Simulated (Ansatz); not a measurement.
**Nudged elastic band run: Ca₈F₁₅, charge -1**

The input (input.yaml):

```yaml
crystal:
  lattice:
    - [0.0, 5.2812, 5.2812]
    - [5.2812, 0.0, 5.2812]
    - [5.2812, 5.2812, 0.0]
  atoms:
    - { symbol: Ca, position: [-0.00215202, -0.00329208, -0.00271922] }
    - { symbol: F, position: [0.12569811, 0.12439345, 0.12501324] }
    - { symbol: F, position: [0.37557002, 0.37451149, 0.3750122] }
    - { symbol: Ca, position: [-0.002251, -0.00331808, 0.50845751] }
    - { symbol: F, position: [0.13204641, 0.13094109, 0.61876531] }
    - { symbol: F, position: [0.37606778, 0.37506618, 0.87458191] }
    - { symbol: Ca, position: [-0.00219038, 0.50781723, -0.00264546] }
    - { symbol: F, position: [0.13191486, 0.61808711, 0.13155244] }
    - { symbol: F, position: [0.37598478, 0.87397472, 0.37572687] }
    - { symbol: Ca, position: [-0.00041619, 0.49982389, 0.50043645] }
    - { symbol: F, position: [0.13200341, 0.61801666, 0.61867706] }
    - { symbol: F, position: [0.37617916, 0.87381545, 0.87462509] }
    - { symbol: Ca, position: [0.5089065, -0.0032937, -0.00268065] }
    - { symbol: F, position: [0.61915409, 0.13083177, 0.1315136] }
    - { symbol: F, position: [0.87512699, 0.37484894, 0.37562491] }
    - { symbol: Ca, position: [0.50087929, -0.00152822, 0.50043706] }
    - { symbol: F, position: [0.61903691, 0.13093489, 0.6187003] }
    - { symbol: F, position: [0.87502384, 0.37502319, 0.8746604] }
    - { symbol: Ca, position: [0.50092411, 0.49976884, -0.0008457] }
    - { symbol: F, position: [0.61911742, 0.6180672, 0.13162957] }
    - { symbol: F, position: [0.87503295, 0.87399346, 0.3756281] }
    - { symbol: Ca, position: [0.50087065, 0.49979742, 0.50043163] }
    - { symbol: F, position: [0.62564105, 0.62442959, 0.62505368] }
total_charge: -1
basis:
  ecutwfc: 420.0
kpoints:
  mp_grid: { grid: [2, 2, 2] }
hamiltonian:
  xc: lda
  pseudopotentials: { kind: paw, azcp: { folder: soft_1 } }
scf:
  occupations: { method: gaussian, width: 0.02 }
  lower_state_search: "off"
  max_iter: 82
neb:
  images: 3
  f_tol: 0.05
  max_iterations: 50
  order_check: false
  max_displacement: 1.0
  optimiser: fire
  final_atoms:
    - { symbol: Ca, position: [0.00284966, -0.00854899, 0.00284966] }
    - { symbol: F, position: [0.12546217, 0.12453783, 0.12546217] }
    - { symbol: F, position: [0.38110726, 0.36889274, 0.38110726] }
    - { symbol: Ca, position: [0.00125704, -0.00041901, 0.49958099] }
    - { symbol: F, position: [0.12546217, 0.12453783, 0.62453783] }
    - { symbol: F, position: [0.38110726, 0.36889274, 0.86889274] }
    - { symbol: Ca, position: [0.00284966, 0.50284966, 0.00284966] }
    - { symbol: F, position: [-0.13110726, 0.88110726, -0.13110726] }
    - { symbol: F, position: [0.375, 0.875, 0.375] }
    - { symbol: Ca, position: [0.00284966, 0.50284966, 0.49145101] }
    - { symbol: F, position: [0.12546217, 0.62546217, 0.62453783] }
    - { symbol: F, position: [0.38110726, 0.88110726, 0.86889274] }
    - { symbol: Ca, position: [0.49958099, -0.00041901, 0.00125704] }
    - { symbol: F, position: [0.62453783, 0.12453783, 0.12546217] }
    - { symbol: F, position: [0.86889274, 0.36889274, 0.38110726] }
    - { symbol: Ca, position: [0.49958099, -0.00041901, 0.49958099] }
    - { symbol: F, position: [0.625, 0.125, 0.625] }
    - { symbol: F, position: [0.875, 0.375, 0.875] }
    - { symbol: Ca, position: [0.49145101, 0.50284966, 0.00284966] }
    - { symbol: F, position: [0.62453783, 0.62546217, 0.12546217] }
    - { symbol: F, position: [0.86889274, 0.88110726, 0.38110726] }
    - { symbol: Ca, position: [0.49958099, 0.50125704, 0.49958099] }
    - { symbol: F, position: [0.62453783, 0.62546217, 0.62453783] }
```

Command:

```bash
$ ansatz run input.yaml --threads 2 --pin off --max-ram 5120MiB --backend cpu --events-out ev --progress --plain --runs-dir out
```

Output, in part (warnings, iteration lines):

```
NEB end point (image 0): max|allowed force component| = 1.290e-2 eV/Å (the criterion of neb.relax_end_points is 1.000e-2)
NEB end point (image 4): max|allowed force component| = 1.869e-2 eV/Å (the criterion of neb.relax_end_points is 1.000e-2)
NEB iter   1: max|band force component| = 3.650e0 eV/Å  barrier→ = 2.8324 eV  barrier← = 2.8322 eV  Δτ_max = 0.0743 Å  (56 SCF iters)
NEB iter   2: max|band force component| = 1.894e0 eV/Å  barrier→ = 2.2484 eV  barrier← = 2.2482 eV  Δτ_max = 0.1119 Å  (22 SCF iters)
NEB iter   3: max|band force component| = 4.201e-1 eV/Å  barrier→ = 1.9979 eV  barrier← = 1.9978 eV  CI = image 2  Δτ_max = 0.0088 Å  (25 SCF iters)
NEB iter   4: max|band force component| = 3.133e-1 eV/Å  barrier→ = 1.9885 eV  barrier← = 1.9883 eV  CI = image 2  Δτ_max = 0.0146 Å  (19 SCF iters)
NEB iter   5: max|band force component| = 2.530e-1 eV/Å  barrier→ = 1.9777 eV  barrier← = 1.9775 eV  CI = image 2  Δτ_max = 0.0148 Å  (21 SCF iters)
NEB iter   6: max|band force component| = 2.299e-1 eV/Å  barrier→ = 1.9714 eV  barrier← = 1.9713 eV  CI = image 2  Δτ_max = 0.0158 Å  (21 SCF iters)
NEB iter   7: max|band force component| = 2.505e-1 eV/Å  barrier→ = 1.9671 eV  barrier← = 1.9669 eV  CI = image 2  Δτ_max = 0.0166 Å  (19 SCF iters)
NEB iter   8: max|band force component| = 1.714e-1 eV/Å  barrier→ = 1.9621 eV  barrier← = 1.9619 eV  CI = image 2  Δτ_max = 0.0167 Å  (19 SCF iters)
NEB iter   9: max|band force component| = 1.463e-1 eV/Å  barrier→ = 1.9602 eV  barrier← = 1.9600 eV  CI = image 2  Δτ_max = 0.0005 Å  (21 SCF iters)
NEB iter  10: max|band force component| = 1.382e-1 eV/Å  barrier→ = 1.9601 eV  barrier← = 1.9599 eV  CI = image 2  Δτ_max = 0.0010 Å  (12 SCF iters)
NEB iter  11: max|band force component| = 1.224e-1 eV/Å  barrier→ = 1.9599 eV  barrier← = 1.9598 eV  CI = image 2  Δτ_max = 0.0015 Å  (12 SCF iters)
NEB iter  12: max|band force component| = 1.001e-1 eV/Å  barrier→ = 1.9597 eV  barrier← = 1.9595 eV  CI = image 2  Δτ_max = 0.0018 Å  (14 SCF iters)
NEB iter  13: max|band force component| = 7.525e-2 eV/Å  barrier→ = 1.9594 eV  barrier← = 1.9593 eV  CI = image 2  Δτ_max = 0.0020 Å  (15 SCF iters)
NEB iter  14: max|band force component| = 6.994e-2 eV/Å  barrier→ = 1.9591 eV  barrier← = 1.9590 eV  CI = image 2  Δτ_max = 0.0021 Å  (15 SCF iters)
NEB iter  15: max|band force component| = 6.450e-2 eV/Å  barrier→ = 1.9588 eV  barrier← = 1.9587 eV  CI = image 2  Δτ_max = 0.0025 Å  (15 SCF iters)
NEB iter  16: max|band force component| = 5.533e-2 eV/Å  barrier→ = 1.9586 eV  barrier← = 1.9585 eV  CI = image 2  Δτ_max = 0.0029 Å  (15 SCF iters)
NEB iter  17: max|band force component| = 5.471e-2 eV/Å  barrier→ = 1.9584 eV  barrier← = 1.9583 eV  CI = image 2  Δτ_max = 0.0035 Å  (15 SCF iters)
NEB iter  18: max|band force component| = 7.662e-2 eV/Å  barrier→ = 1.9583 eV  barrier← = 1.9582 eV  CI = image 2  Δτ_max = 0.0001 Å  (15 SCF iters)
NEB iter  19: max|band force component| = 7.536e-2 eV/Å  barrier→ = 1.9583 eV  barrier← = 1.9582 eV  CI = image 2  Δτ_max = 0.0002 Å  (6 SCF iters)
NEB iter  20: max|band force component| = 7.278e-2 eV/Å  barrier→ = 1.9583 eV  barrier← = 1.9581 eV  CI = image 2  Δτ_max = 0.0004 Å  (8 SCF iters)
NEB iter  21: max|band force component| = 6.902e-2 eV/Å  barrier→ = 1.9583 eV  barrier← = 1.9581 eV  CI = image 2  Δτ_max = 0.0005 Å  (9 SCF iters)
NEB iter  22: max|band force component| = 6.404e-2 eV/Å  barrier→ = 1.9583 eV  barrier← = 1.9581 eV  CI = image 2  Δτ_max = 0.0006 Å  (12 SCF iters)
NEB iter  23: max|band force component| = 5.797e-2 eV/Å  barrier→ = 1.9583 eV  barrier← = 1.9581 eV  CI = image 2  Δτ_max = 0.0007 Å  (12 SCF iters)
NEB iter  24: max|band force component| = 5.088e-2 eV/Å  barrier→ = 1.9582 eV  barrier← = 1.9581 eV  CI = image 2  Δτ_max = 0.0008 Å  (12 SCF iters)
NEB iter  25: max|band force component| = 4.197e-2 eV/Å  barrier→ = 1.9582 eV  barrier← = 1.9581 eV  CI = image 2  Δτ_max = 0.0000 Å  (12 SCF iters)
```

The forces met the threshold. The order of the stationary point at the top wasn't checked. Another band between the same ends, with other settings, climbed to 1.18 eV only, so this may not be the lowest route. Limits of this set-up: PAW files made for another functional, charged cell in a uniform background, uncorrected.

Final band (atoms are numbered from 1 in the order of the input):

```
image  path coordinate (Å)  energy (eV)  F8–Ca10 (Å)  F8–Ca19 (Å)  Ca4–F8 (Å)
    0                 0.00         0.00         2.25         2.25        4.39
    1                 0.72         0.88         2.66         2.66        3.75
    2                 1.44         1.96         3.18         3.18        3.18
    3                 2.16         0.89         3.75         3.75        2.66
    4                 2.88         0.00         4.39         4.39        2.25
```

Time of the run: 6.8 min on 2 threads of AMD EPYC 7B13 (Zen 3), on a shared host, peak memory 1.2 GiB.
